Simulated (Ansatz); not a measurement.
Relaxation of Ga$_{16}$HO$_{24}$

The calculation used DFT PBE, scalar-relativistic, plane waves, PAW (Ansatz). Run with 420 eV cutoff, 2×2×2 k-mesh, shifted by half a step, Gaussian smearing of 0.01 eV, no spin polarisation.

What was changed: H interstitial, charge +1, atoms relaxed at the host's cell.

In a supercell of 41 atoms the defect feels its periodic images.

Spin polarisation was left out.

Command:

```bash
ansatz run input.yaml --threads 4 --pin off --max-ram 10240MiB --backend cpu --events-out ev --progress --plain --runs-dir out
```

Input:

```yaml
crystal:
  lattice:
    - [0.0, 5.8400300424, 4.5408731728]
    - [-5.0576143756, -2.9200150212, 4.5408731728]
    - [5.0576143756, -2.9200150212, 4.5408731728]
  atoms:
    - { symbol: Ga, position: [0.8555067297, 0.8555067297, 0.8555067297] }
    - { symbol: Ga, position: [0.8557955607, 0.3559306875, 0.3576848966] }
    - { symbol: Ga, position: [0.3559306875, 0.3576848966, 0.8557955607] }
    - { symbol: Ga, position: [0.3576848966, 0.8557955607, 0.3559306875] }
    - { symbol: Ga, position: [0.644162526, 0.644162526, 0.644162526] }
    - { symbol: Ga, position: [0.6428511727, 0.144873408, 0.1453837726] }
    - { symbol: Ga, position: [0.144873408, 0.1453837726, 0.6428511727] }
    - { symbol: Ga, position: [0.1453837726, 0.6428511727, 0.144873408] }
    - { symbol: Ga, position: [0.1444932703, 0.1444932703, 0.1444932703] }
    - { symbol: Ga, position: [0.1442044393, 0.6440693125, 0.6423151034] }
    - { symbol: Ga, position: [0.6440693125, 0.6423151034, 0.1442044393] }
    - { symbol: Ga, position: [0.6423151034, 0.1442044393, 0.6440693125] }
    - { symbol: Ga, position: [0.355837474, 0.355837474, 0.355837474] }
    - { symbol: Ga, position: [0.3571488273, 0.855126592, 0.8546162274] }
    - { symbol: Ga, position: [0.855126592, 0.8546162274, 0.3571488273] }
    - { symbol: Ga, position: [0.8546162274, 0.3571488273, 0.855126592] }
    - { symbol: O, position: [0.5973710381, 0.2502007148, 0.4024138775] }
    - { symbol: O, position: [0.5994094178, 0.7495011105, 0.9016855344] }
    - { symbol: O, position: [0.0986726363, 0.749405486, 0.3994705835] }
    - { symbol: O, position: [0.0998367411, 0.2574075465, 0.8998724647] }
    - { symbol: O, position: [0.2502007148, 0.4024138775, 0.5973710381] }
    - { symbol: O, position: [0.2574075465, 0.8998724647, 0.0998367411] }
    - { symbol: O, position: [0.7495011105, 0.9016855344, 0.5994094178] }
    - { symbol: O, position: [0.749405486, 0.3994705835, 0.0986726363] }
    - { symbol: O, position: [0.4024138775, 0.5973710381, 0.2502007148] }
    - { symbol: O, position: [0.3994705835, 0.0986726363, 0.749405486] }
    - { symbol: O, position: [0.8998724647, 0.0998367411, 0.2574075465] }
    - { symbol: O, position: [0.9016855344, 0.5994094178, 0.7495011105] }
    - { symbol: O, position: [0.4026289619, 0.7497992852, 0.5975861225] }
    - { symbol: O, position: [0.4005905822, 0.2504988895, 0.0983144656] }
    - { symbol: O, position: [0.9013273637, 0.250594514, 0.6005294165] }
    - { symbol: O, position: [0.9001632589, 0.7425924535, 0.1001275353] }
    - { symbol: O, position: [0.5975861225, 0.4026289619, 0.7497992852] }
    - { symbol: O, position: [0.6005294165, 0.9013273637, 0.250594514] }
    - { symbol: O, position: [0.1001275353, 0.9001632589, 0.7425924535] }
    - { symbol: O, position: [0.0983144656, 0.4005905822, 0.2504988895] }
    - { symbol: O, position: [0.7497992852, 0.5975861225, 0.4026289619] }
    - { symbol: O, position: [0.7425924535, 0.1001275353, 0.9001632589] }
    - { symbol: O, position: [0.2504988895, 0.0983144656, 0.4005905822] }
    - { symbol: O, position: [0.250594514, 0.6005294165, 0.9013273637] }
    - { symbol: H, position: [0.0, 0.0, 0.0] }
  host:
    lattice:
      - [2.5288071878, 1.4600075106, 4.5408731728]
      - [-2.5288071878, 1.4600075106, 4.5408731728]
      - [0.0, -2.9200150212, 4.5408731728]
    atoms:
      - { symbol: Ga, position: [0.8558438245, 0.8558438245, 0.8558438245] }
      - { symbol: Ga, position: [0.6441561755, 0.6441561755, 0.6441561755] }
      - { symbol: Ga, position: [0.1441561755, 0.1441561755, 0.1441561755] }
      - { symbol: Ga, position: [0.3558438245, 0.3558438245, 0.3558438245] }
      - { symbol: O, position: [0.75, 0.4468728986, 0.0531271014] }
      - { symbol: O, position: [0.4468728986, 0.0531271014, 0.75] }
      - { symbol: O, position: [0.0531271014, 0.75, 0.4468728986] }
      - { symbol: O, position: [0.25, 0.5531271014, 0.9468728986] }
      - { symbol: O, position: [0.9468728986, 0.25, 0.5531271014] }
      - { symbol: O, position: [0.5531271014, 0.9468728986, 0.25] }
total_charge: 1
basis:
  ecutwfc: 420
  xc_grid: 2
kpoints:
  mp_grid: { grid: [2, 2, 2], shift: [0.5, 0.5, 0.5] }
hamiltonian:
  xc: pbe
scf:
  occupations: { method: gaussian, width: 0.01 }
output:
  forces: true
  stress: false
  eigenvalues: true
  charged_corrections:
    defect_position: [0.0, 0.0, 0.0]
    epsilon: [[14.0148, 0.0, 0.0], [0.0, 14.0148, 0.0], [0.0, 0.0, 21.0877]]
relax:
  adjacent_minimum: "off"
  f_tol: 0.025
  max_steps: 45
```

F is the free energy.

Steps:

| step | F − F(1) (eV) | largest force component (eV/Å) |
| --- | --- | --- |
| 1 | 0.0000 | 1.662 |
| 2 | -0.5260 | 0.831 |
| 3 | -0.7035 | 0.185 |
| 4 | -0.7200 | 0.093 |
| 5 | -0.7057 | 0.135 |
| 6 | -0.7267 | 0.015 |

Relaxed structure:

```yaml
crystal:
  lattice:
    - [0.00000, 5.84003, 4.54087]
    - [-5.05761, -2.92002, 4.54087]
    - [5.05761, -2.92002, 4.54087]
  atoms:
    - { symbol: Ga, position: [0.84446, 0.84446, 0.84446] }
    - { symbol: Ga, position: [0.85559, 0.35852, 0.35451] }
    - { symbol: Ga, position: [0.35852, 0.35451, 0.85559] }
    - { symbol: Ga, position: [0.35451, 0.85559, 0.35852] }
    - { symbol: Ga, position: [0.63915, 0.63915, 0.63915] }
    - { symbol: Ga, position: [0.64402, 0.14293, 0.14508] }
    - { symbol: Ga, position: [0.14293, 0.14508, 0.64402] }
    - { symbol: Ga, position: [0.14508, 0.64402, 0.14293] }
    - { symbol: Ga, position: [0.15554, 0.15554, 0.15554] }
    - { symbol: Ga, position: [0.14441, 0.64148, 0.64549] }
    - { symbol: Ga, position: [0.64148, 0.64549, 0.14441] }
    - { symbol: Ga, position: [0.64549, 0.14441, 0.64148] }
    - { symbol: Ga, position: [0.36085, 0.36085, 0.36085] }
    - { symbol: Ga, position: [0.35598, 0.85707, 0.85492] }
    - { symbol: Ga, position: [0.85707, 0.85492, 0.35598] }
    - { symbol: Ga, position: [0.85492, 0.35598, 0.85707] }
    - { symbol: O, position: [0.60182, 0.25075, 0.39962] }
    - { symbol: O, position: [0.59633, 0.74621, 0.90057] }
    - { symbol: O, position: [0.09867, 0.75153, 0.40396] }
    - { symbol: O, position: [0.09400, 0.24218, 0.90642] }
    - { symbol: O, position: [0.25075, 0.39962, 0.60182] }
    - { symbol: O, position: [0.24218, 0.90642, 0.09400] }
    - { symbol: O, position: [0.74621, 0.90057, 0.59633] }
    - { symbol: O, position: [0.75153, 0.40396, 0.09867] }
    - { symbol: O, position: [0.39962, 0.60182, 0.25075] }
    - { symbol: O, position: [0.40396, 0.09867, 0.75153] }
    - { symbol: O, position: [0.90642, 0.09400, 0.24218] }
    - { symbol: O, position: [0.90057, 0.59633, 0.74621] }
    - { symbol: O, position: [0.39818, 0.74925, 0.60038] }
    - { symbol: O, position: [0.40367, 0.25379, 0.09943] }
    - { symbol: O, position: [0.90133, 0.24847, 0.59604] }
    - { symbol: O, position: [0.90600, 0.75782, 0.09358] }
    - { symbol: O, position: [0.60038, 0.39818, 0.74925] }
    - { symbol: O, position: [0.59604, 0.90133, 0.24847] }
    - { symbol: O, position: [0.09358, 0.90600, 0.75782] }
    - { symbol: O, position: [0.09943, 0.40367, 0.25379] }
    - { symbol: O, position: [0.74925, 0.60038, 0.39818] }
    - { symbol: O, position: [0.75782, 0.09358, 0.90600] }
    - { symbol: O, position: [0.25379, 0.09943, 0.40367] }
    - { symbol: O, position: [0.24847, 0.59604, 0.90133] }
    - { symbol: H, position: [0.00000, 0.00000, 0.00000] }
```

The run converged. It took 24 s on 4 threads of Intel(R) Xeon(R) Platinum 8375C CPU @ 2.90GHz (Ice Lake) (shared host), peak memory 1.2 GiB.